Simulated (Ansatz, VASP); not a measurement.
**Ca7F16 (a cell with a defect) (Fluorite) in VASP and in Ansatz**

The input INCAR:

```
PREC = Accurate
ENCUT = 520
EDIFF = 1E-8
ISMEAR = -1
SIGMA = 0.01
LREAL = Auto
LASPH = T
NELM = 150
ALGO = Fast
ISIF = 2
LWAVE = F
LCHARG = F
ISPIN = 2
MAGMOM = 0 0 0 0 0 0 0 0.5 0.5 0.5 0 0.5 0 0 0 0 0 0 0.5 0 0.5 0.5 0.5
LORBIT = 11
GGA = PE
LEFG = T
NBANDS = 112
```

Contents of KPOINTS:

```
regular mesh
0
Gamma
  3 3 3
```

File POSCAR:

```
Ca7F16
1.0
    0.0000000000      5.4620000000      5.4620000000
    5.4620000000      0.0000000000      5.4620000000
    5.4620000000      5.4620000000      0.0000000000
Ca F
7 16
Direct
    0.0000000000      0.0000000000      0.5000000000
    0.0000000000      0.5000000000      0.0000000000
    0.0000000000      0.5000000000      0.5000000000
    0.5000000000      0.0000000000      0.0000000000
    0.5000000000      0.0000000000      0.5000000000
    0.5000000000      0.5000000000      0.0000000000
    0.5000000000      0.5000000000      0.5000000000
    0.1250000000      0.1250000000      0.1250000000
    0.1250000000      0.1250000000      0.6250000000
    0.1250000000      0.6250000000      0.1250000000
    0.1250000000      0.6250000000      0.6250000000
    0.6250000000      0.1250000000      0.1250000000
    0.6250000000      0.1250000000      0.6250000000
    0.6250000000      0.6250000000      0.1250000000
    0.6250000000      0.6250000000      0.6250000000
    0.3750000000      0.3750000000      0.3750000000
    0.3750000000      0.3750000000      0.8750000000
    0.3750000000      0.8750000000      0.3750000000
    0.3750000000      0.8750000000      0.8750000000
    0.8750000000      0.3750000000      0.3750000000
    0.8750000000      0.3750000000      0.8750000000
    0.8750000000      0.8750000000      0.3750000000
    0.8750000000      0.8750000000      0.8750000000
```

Input for Ansatz:

```yaml
crystal:
  lattice:
    - [0.0, 5.462, 5.462]
    - [5.462, 0.0, 5.462]
    - [5.462, 5.462, 0.0]
  atoms:
    - { symbol: Ca, position: [0.0, 0.0, 0.5] }
    - { symbol: Ca, position: [0.0, 0.5, 0.0] }
    - { symbol: Ca, position: [0.0, 0.5, 0.5] }
    - { symbol: Ca, position: [0.5, 0.0, 0.0] }
    - { symbol: Ca, position: [0.5, 0.0, 0.5] }
    - { symbol: Ca, position: [0.5, 0.5, 0.0] }
    - { symbol: Ca, position: [0.5, 0.5, 0.5] }
    - { symbol: F, position: [0.125, 0.125, 0.125], spin: 0.5 }
    - { symbol: F, position: [0.125, 0.125, 0.625], spin: 0.5 }
    - { symbol: F, position: [0.125, 0.625, 0.125], spin: 0.5 }
    - { symbol: F, position: [0.125, 0.625, 0.625] }
    - { symbol: F, position: [0.625, 0.125, 0.125], spin: 0.5 }
    - { symbol: F, position: [0.625, 0.125, 0.625] }
    - { symbol: F, position: [0.625, 0.625, 0.125] }
    - { symbol: F, position: [0.625, 0.625, 0.625] }
    - { symbol: F, position: [0.375, 0.375, 0.375] }
    - { symbol: F, position: [0.375, 0.375, 0.875] }
    - { symbol: F, position: [0.375, 0.875, 0.375] }
    - { symbol: F, position: [0.375, 0.875, 0.875], spin: 0.5 }
    - { symbol: F, position: [0.875, 0.375, 0.375] }
    - { symbol: F, position: [0.875, 0.375, 0.875], spin: 0.5 }
    - { symbol: F, position: [0.875, 0.875, 0.375], spin: 0.5 }
    - { symbol: F, position: [0.875, 0.875, 0.875], spin: 0.5 }
magnetization:
  spin_polarized: true
kpoints:
  mp_grid: { grid: [3, 3, 3] }
scf:
  occupations: { method: fermi_dirac, width: 0.01 }
hamiltonian:
  xc: pbe
  pseudopotentials: { kind: paw }
output:
  forces: true
  stress: true
  populations: true
  efg: { quadrupole_moments_barn: { Ca: -0.0408 }, contact_densities: true }
```

Change from the starting cell: Ca vacancy, charge +0, host positions.

Alike in both runs: task electric field gradients; functional PBE; k mesh 3 × 3 × 3; occupations fermi-dirac, width 0.01 eV; collinear spin.

|  | VASP | Ansatz |
| --- | --- | --- |
| version | VASP 6.6.1 | Ansatz 0.2.0 |
| potentials or method | VASP PAW PBE potentials, release 64 (Ca_sv, F) | plane-wave PAW, scalar-relativistic |
| plane-wave cutoff (eV) | 520 | 420 |
| valence electrons in the cell | 182 | 182 |

```tsv
	VASP	Ansatz	Ansatz less VASP
pressure (GPa)	1.7	1.5	-0.23
rms of the force components (eV/Å)	0.148	0.154	+0.0064
net moment per atom (μB)	0.09	0.09	0.000
size of the moment on the site where the two differ most (μB)	0.19	0.21	+0.020
Vzz of the field gradient on the site that differs most (V/Å²)	77.2	74.5	-2.70
```

Site moments also hang on the region over which each program counts them. Atom by atom the forces differ by 0.006 eV/Å (rms over components). The functional is the same, so the differences come from potentials, cutoffs and numerics.
